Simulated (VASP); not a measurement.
Input of a VASP 6.6.1 run:

File INCAR:

```
SYSTEM = SrO
ALGO     = Normal         ! electronic algorithm
EDIFF    = 1E-7           ! SCF threshold, eV
EDIFFG   = -0.01          ! ionic threshold
ENCUT    = 300            ! plane-wave cutoff, eV
GGA      = PE             ! functional
IBRION   = 2              ! ionic algorithm
ISIF     = 2              ! what is computed and relaxed
ISMEAR   = 0              ! smearing method
LASPH    = .True.         ! aspherical terms in the spheres
LCHARG   = .False.        ! write CHGCAR
LREAL    = .False.        ! projectors in reciprocal space
LWAVE    = .False.        ! write WAVECAR
NELM     = 80             ! most SCF steps
NSW      = 40             ! ionic steps
PREC     = Accurate       ! precision mode
SIGMA    = 0.03           ! smearing width, eV
```

File KPOINTS:

```
k-points
0
Gamma
  5 5 5
  0 0 0
```

File POSCAR:

```
SrO                                     
1.0
   -0.0000000000      2.6441309447      2.6441309447
    2.6441309447      0.0000000000      2.6441309447
    2.6441309447      2.6441309447     -0.0000000000
  Sr              O             
     1     1
Direct
     0.5000000000000000    0.5000000000000000    0.5000000000000000
     0.0000000000000000    0.0000000000000000    0.0000000000000000
```

Potentials or basis: VASP PAW PBE potentials, release 64 (Sr_sv, O_s).

Command:

```console
$ cat potpaw_PBE.64/Sr_sv/POTCAR potpaw_PBE.64/O_s/POTCAR > POTCAR
$ mpirun -np 1 vasp_std > vasp.out
```

Question: Estimate the band gap on the k mesh.

Answer: 3.41 eV, direct.

Final structure:
```
CELL_PARAMETERS angstrom
0.00000 2.64413 2.64413
2.64413 0.00000 2.64413
2.64413 2.64413 0.00000
ATOMIC_POSITIONS crystal
Sr 0.50000 0.50000 0.50000
O 0.00000 0.00000 0.00000
```

Caveat: the relaxation stopped at its first step, so nothing moved; an odd mesh through Γ misses points on the zone boundary, where band edges often lie.
